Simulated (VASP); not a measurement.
# MgO (Fm-3m) in VASP: notebook

The runs below take MgO through relaxation of cell and atoms, with PBEsol.

Program: VASP 6.6.1. These are calculated values, not measurements. Logs are shortened: lines on timing, memory, paths and dates and some standing lists are left out, and cuts for length are marked.

**1. The crystal as given**

Symmetry: Fm-3m, No. 225, cubic system. Conventional cell: a = 4.217 Å, b = 4.217 Å, c = 4.217 Å, α = 90.00°, β = 90.00°, γ = 90.00°. Mg (site symmetry m-3m) has 6 O at 2.11 Å as nearest neighbours. O (site symmetry m-3m) has 6 Mg at 2.11 Å as nearest neighbours.

**2. Relaxation of cell and atoms, PBEsol**

File INCAR:

```
ALGO = Normal
EDIFF = 1E-6
EDIFFG = -0.01
ENCUT = 600
GGA = PS
IBRION = 2
ISIF = 3
ISMEAR = 0
LASPH = True
LCHARG = False
LREAL = False
LWAVE = False
NELM = 80
NSW = 90
PREC = Accurate
SIGMA = 0.03
```

File KPOINTS:

```
k-points
0
Gamma
  12 12 12
```

File POSCAR:

```
MgO
1.0
    0.0000000000      2.1085000000      2.1085000000
    2.1085000000      0.0000000000      2.1085000000
    2.1085000000      2.1085000000      0.0000000000
Mg O
1 1
Direct
    0.0000000000      0.0000000000      0.0000000000
    0.5000000000      0.5000000000      0.5000000000
```

Potentials or basis: VASP PAW PBE potentials, release 64 (Mg, O).

Launch:

```sh
cat potpaw_PBE.64/Mg/POTCAR potpaw_PBE.64/O/POTCAR > POTCAR
mpirun -np 1 vasp_std > vasp.out
```

OUTCAR:

```text
EDIFF = 1E-6
   EDIFFG = -0.01
   ENCUT = 600
   GGA = PS
   IBRION = 2
   ISIF = 3
   ISMEAR = 0
   LASPH = True
   LREAL = False
   NELM = 80
   NSW = 90
   PREC = Accurate

 ion  position               nearest neighbor table
   1  0.000  0.000  0.000-   2 2.11   2 2.11   2 2.11   2 2.11   2 2.11   2 2.11
   2  0.500  0.500  0.500-   1 2.11   1 2.11   1 2.11   1 2.11   1 2.11   1 2.11

  LATTYP: Found a face centered cubic cell.
 ALAT       =     4.2170000000

  Lattice vectors:

 A1 = (   0.0000000000,   2.1085000000,   2.1085000000)
 A2 = (   2.1085000000,   0.0000000000,   2.1085000000)
 A3 = (   2.1085000000,   2.1085000000,   0.0000000000)

Analysis of symmetry for initial positions (statically):
=====================================================================
 Subroutine PRICEL returns:
 Original cell was already a primitive cell.

 Routine SETGRP: Setting up the symmetry group for a
 face centered cubic supercell.

 Subroutine GETGRP returns: Found 48 space group operations
 (whereof 48 operations were pure point group operations)
 out of a pool of 48 trial point group operations.

The static configuration has the point symmetry O_h .

Analysis of symmetry for dynamics (positions and initial velocities):
=====================================================================
 Subroutine PRICEL returns:
 Original cell was already a primitive cell.

 Routine SETGRP: Setting up the symmetry group for a
 face centered cubic supercell.

 Subroutine GETGRP returns: Found 48 space group operations
 (whereof 48 operations were pure point group operations)
 out of a pool of 48 trial point group operations.

The dynamic configuration has the point symmetry O_h .

 Subroutine INISYM returns: Found 48 space group operations
 (whereof 48 operations are pure point group operations),
 and found     1 'primitive' translations

----------------------------------------------------------------------------------------

                                     Primitive cell

  volume of cell :      18.7478

  direct lattice vectors                    reciprocal lattice vectors
     0.000000000  2.108500000  2.108500000    -0.237135404  0.237135404  0.237135404
     2.108500000  0.000000000  2.108500000     0.237135404 -0.237135404  0.237135404
     2.108500000  2.108500000  0.000000000     0.237135404  0.237135404 -0.237135404

[... 99 lines left out ...]
   EFERMI_NEDOS =   21; number of points for ismear=-14 and -15
   IALGO  =     38    algorithm
   IMIX   =      4    mixing-type and parameters
     AMIX     =   0.40;   BMIX     =  1.00
     AMIX_MAG =   1.60;   BMIX_MAG =  1.00
  volume/ion in A,a.u.               =       9.37        63.26
  Fermi-wavevector in a.u.,A,eV,Ry     =   1.232503  2.329092 20.668107  1.519063
  Thomas-Fermi vector in A             =   2.367270
   LORBIT       =      0    0 simple, 1 ext, 2 COOP (PROOUT), +10 PAW based schemes
   GGA     = PS    functional components
   LHFCALC =     F    Hartree Fock is set to
   AEXX    =    0.0000 exact exchange contribution
   IVDW    =     0    specifies the selected vdW correction
   LEPSILON=     F    determine dielectric tensor
   LRPA    =     F    only Hartree local field effects (RPA)
 conjugate gradient relaxation of ions
 non-spin polarized calculation
 Gauss-broadening in eV      SIGMA  =   0.03
  energy-cutoff  :      600.00
  volume of cell :       18.75
 maximum number of plane-waves:       642
   NGX = 11   NGY = 11   NGZ = 11

--------------------------------------- Ionic step        1  -------------------------------------------

 number of electron       8.0000005 magnetization

 Free energy of the ion-electron system (eV)
  ---------------------------------------------------
  ext. energy  EPLUGINS =         0.00000000
  ---------------------------------------------------
  free energy    TOTEN  =       -12.51528610 eV

  energy without entropy =      -12.51528610  energy(sigma->0) =      -12.51528610

------------------------ aborting loop because EDIFF is reached ----------------------------------------

  FORCE on cell =-STRESS in cart. coord.  units (eV):
  Direction    XX          YY          ZZ          XY          YZ          ZX
  --------------------------------------------------------------------------------------
  -------------------------------------------------------------------------------------
  Total       -0.1221113     -0.1221113     -0.1221113      0.0000000     -0.0000000      0.0000000
  in kB      -10.4355559    -10.4355559    -10.4355559      0.0000000     -0.0000000      0.0000000
  external PRESSURE =     -10.4355559 kB  Pullay stress =       0.0000000 kB
[... 59 lines left out ...]
--------------------------------------- Ionic step        3  -------------------------------------------

 number of electron       8.0000005 magnetization

 Free energy of the ion-electron system (eV)
  ---------------------------------------------------
  ext. energy  EPLUGINS =         0.00000000
  ---------------------------------------------------
  free energy    TOTEN  =       -12.51568318 eV

  energy without entropy =      -12.51568318  energy(sigma->0) =      -12.51568318

 E-fermi :   3.2760     XC(G=0): -11.3245

 val. band max:        3.0879285006   @ k =   0.0000   0.0000   0.0000
 cond. band min:       7.7527089129   @ k =   0.0000   0.0000   0.0000
 fundamental gap:      4.6647804123
 Fermi energy:         3.2760032721

 k-point     1 :       0.0000    0.0000    0.0000
  band No.  band energies     occupation
      1     -14.1327      2.00000
      2       3.0879      2.00000
      3       3.0879      2.00000
      4       3.0879      2.00000
      5       7.7527      0.00000
      6      18.7389      0.00000
      7      18.7389      0.00000
      8      18.7389      0.00000
[... 243 lines left out ...]
 k-point    24 :      -0.4167    0.1667    0.0000
  band No.  band energies     occupation
      1     -12.7227      2.00000
      2      -1.1973      2.00000
      3       1.4766      2.00000
      4       2.2910      2.00000
      5      12.0183      0.00000
      6      15.3619      0.00000
      7      17.1948      0.00000
      8      19.9381      0.00000

 [... further k-points ...]

------------------------ aborting loop because EDIFF is reached ----------------------------------------

  FORCE on cell =-STRESS in cart. coord.  units (eV):
  Direction    XX          YY          ZZ          XY          YZ          ZX
  --------------------------------------------------------------------------------------
  -------------------------------------------------------------------------------------
  Total        0.0001409      0.0001409      0.0001409      0.0000000      0.0000000     -0.0000000
  in kB        0.0121195      0.0121195      0.0121195      0.0000000      0.0000000     -0.0000000
  external PRESSURE =       0.0121195 kB  Pullay stress =       0.0000000 kB
[... 17 lines left out ...]
  FREE ENERGIE OF THE ION-ELECTRON SYSTEM (eV)
  ---------------------------------------------------
  free  energy   TOTEN  =       -12.5156831780 eV

  energy  without entropy=      -12.5156831780  energy(sigma->0) =      -12.51568318

 reached required accuracy - stopping structural energy minimisation
```

CONTCAR:

```text
MgO
   1.00000000000000
     0.0000000000000000    2.1039232588155605    2.1039232588155605
     2.1039232588155605   -0.0000000000000000    2.1039232588155605
     2.1039232588155605    2.1039232588155605    0.0000000000000000
  Mg              O
     1     1
Direct
     0.0000000000000000    0.0000000000000000    0.0000000000000000
     0.5000000000000000    0.5000000000000000    0.5000000000000000

  0.00000000E+00  0.00000000E+00  0.00000000E+00
  0.00000000E+00  0.00000000E+00  0.00000000E+00
```

Wall time 18 s (1 thread of Intel Xeon Platinum 8259CL at 2.50GHz (Skylake/Cascade Lake), shared host); peak memory 0.15 GiB.

What came out:

```yaml
Free_energy: -12.5157 eV
Relaxed_volume: 9.31 Å³/atom
Relaxed_cell: a = 2.975 Å, b = 2.975 Å, c = 2.975 Å, α = 60.00°, β = 60.00°, γ = 60.00°
Space_group_after_relaxing_to_0.05_Å: Fm-3m (No. 225)
Energy_gained_by_relaxing: 0.2 meV/atom
Ionic_steps: 3
Pressure_after_relaxing: 0.0 GPa
Band_gap_on_the_k_mesh: 4.66 eV, direct
```

Step by step:
| step | energy change (eV) | largest force (eV/Å) | pressure (GPa) | volume (Å³) |
| --- | --- | --- | --- | --- |
| 1 | 0.0000 | 0.0000 | -1.04 | 18.75 |
| 2 | -0.0003 | 0.0000 | 0.38 | 18.58 |
| 3 | -0.0004 | 0.0000 | 0.00 | 18.63 |

Final structure:
```xyz
2
Lattice="0.0000 2.1039 2.1039 2.1039 0.0000 2.1039 2.1039 2.1039 0.0000" Properties=species:S:1:pos:R:3 pbc="T T T"
Mg    0.0000    0.0000    0.0000
O     2.1039    2.1039    2.1039
```

Levels at points of the mesh, in eV from the valence-band top:
```
           k point  band 1  band 2  band 3  band 4  band 5  band 6  band 7  band 8
(0.00, 0.00, 0.00)  -17.22    0.00    0.00    0.00    4.66   15.65   15.65   15.65
(0.50, 0.00, 0.00)  -15.90   -4.69   -0.67   -0.67    7.77   12.54   16.21   16.21
(0.50, 0.50, 0.00)  -15.63   -4.16   -1.37   -1.37    8.93    9.91   13.00   18.89
```

Caveat: the PAW data sets were made with another functional, which shifts forces and pressure a little. As with any semilocal functional, this PBEsol gap is likely too small.

**3. Relaxation of cell and atoms, PBEsol**

This run uses another cell than the first one, of 9.31 Å³/atom, 0.994 times its volume.

INCAR, as its differences from that of step 2:

```diff
@@ -1,4 +1,4 @@
 ALGO = Normal
-EDIFF = 1E-6
-EDIFFG = -0.01
+EDIFF = 1E-7
+EDIFFG = -0.005
 ENCUT = 600
```

KPOINTS is that of step 2.

File POSCAR:

```
MgO                                     
1.0
    0.0000000000      2.1039232588      2.1039232588
    2.1039232588     -0.0000000000      2.1039232588
    2.1039232588      2.1039232588      0.0000000000
  Mg              O             
     1     1
Direct
     0.0000000000000000    0.0000000000000000    0.0000000000000000
     0.5000000000000000    0.5000000000000000    0.5000000000000000
```

Potentials or basis: VASP PAW PBE potentials, release 64 (Mg, O).

Launch:

```sh
cat potpaw_PBE.64/Mg/POTCAR potpaw_PBE.64/O/POTCAR > POTCAR
mpirun -np 1 vasp_std > vasp.out
```

Run time: 9.8 s. Hardware: 1 thread of Intel Xeon Platinum 8259CL at 2.50GHz (Skylake/Cascade Lake), shared host; peak memory 0.14 GiB.

Results (log left out):

| Property | Result |
| --- | --- |
| Free energy | -12.5154 eV |
| Pressure after relaxing | 0.0 GPa |
| Band gap on the k mesh | 4.66 eV, direct |

Final structure:
```
Mg O
1.0
     0.00000    2.10392    2.10392
     2.10392    0.00000    2.10392
     2.10392    2.10392    0.00000
Mg O
1 1
Cartesian
  0.0000 0.0000 0.0000
  2.1039 2.1039 2.1039
```

Levels at points of the mesh, in eV from the valence-band top:
```
           k point  band 1  band 2  band 3  band 4  band 5  band 6  band 7  band 8
(0.00, 0.00, 0.00)  -17.22    0.00    0.00    0.00    4.66   15.65   15.65   15.65
(0.50, 0.00, 0.00)  -15.90   -4.69   -0.67   -0.67    7.77   12.54   16.21   16.21
(0.50, 0.50, 0.00)  -15.63   -4.16   -1.37   -1.37    8.93    9.91   13.00   18.89
```

Caveat: the relaxation stopped at its first step, so nothing moved; the PAW data sets were made with another functional, which shifts forces and pressure a little. A k mesh can miss the band edges.
